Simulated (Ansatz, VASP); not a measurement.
**Two plane-wave programs on C**

File INCAR:

```
SYSTEM = C
PREC = Accurate
ENCUT = 520
EDIFF = 1E-6
ISMEAR = 0
SIGMA = 0.05
LREAL = .FALSE.
LASPH = .TRUE.
NELM = 60
ALGO = Normal
ISIF = 2
LWAVE = .FALSE.
LCHARG = .FALSE.
GGA = PS
NBANDS = 11
```

File KPOINTS:

```
Automatic mesh
0
G
  12 12 12
  0 0 0
```

Contents of POSCAR:

```
C
1.0
    0.0000000000      1.5522691584      2.3284037376
    1.5522691584      0.0000000000      2.3284037376
    1.5522691584      1.5522691584      0.0000000000
C
2
Direct
    0.5000000000      0.5000000000      0.5000000000
    0.7500000000      0.7500000000      0.7500000000
```

Input for Ansatz:

```yaml
crystal:
  lattice:
    - [0.0, 1.5522691584, 2.3284037376]
    - [1.5522691584, 0.0, 2.3284037376]
    - [1.5522691584, 1.5522691584, 0.0]
  atoms:
    - { symbol: C, position: [0.5, 0.5, 0.5] }
    - { symbol: C, position: [0.75, 0.75, 0.75] }
basis:
  ecutwfc: 420
kpoints:
  mp_grid: { grid: [12, 12, 12] }
hamiltonian:
  xc: pbesol
scf:
  occupations: { method: gaussian, width: 0.05 }
output:
  forces: true
  stress: true
  eigenvalues: true
```

Alike in both runs: task single point; functional PBEsol; k mesh 12 × 12 × 12; occupations gaussian, width 0.05 eV; no spin polarisation.

```csv
,VASP,Ansatz
version,VASP 6.6.1,Ansatz 0.2.0
potentials or method,"VASP PAW PBE potentials, release 64 (C)","scalar-relativistic, plane waves, PAW"
plane-wave cutoff (eV),520,420
valence electrons in the cell,8,8
```

VASP gave:

| Property | Result |
| --- | --- |
| gap on the k mesh at the Fermi level (eV) | none |
| pressure (GPa) | 8.9 |
| largest component of the traceless stress (GPa) | 258.48 |

Question: What did Ansatz give for the same quantities?

Answer: gap on the k mesh at the Fermi level (eV): none; pressure (GPa): 8.2; largest component of the traceless stress (GPa): 259.17.

A gap of «none» marks a metal or a gap that the smearing closes.

Caveats: the PAW data sets were made with another functional, which shifts forces and pressure a little (VASP).
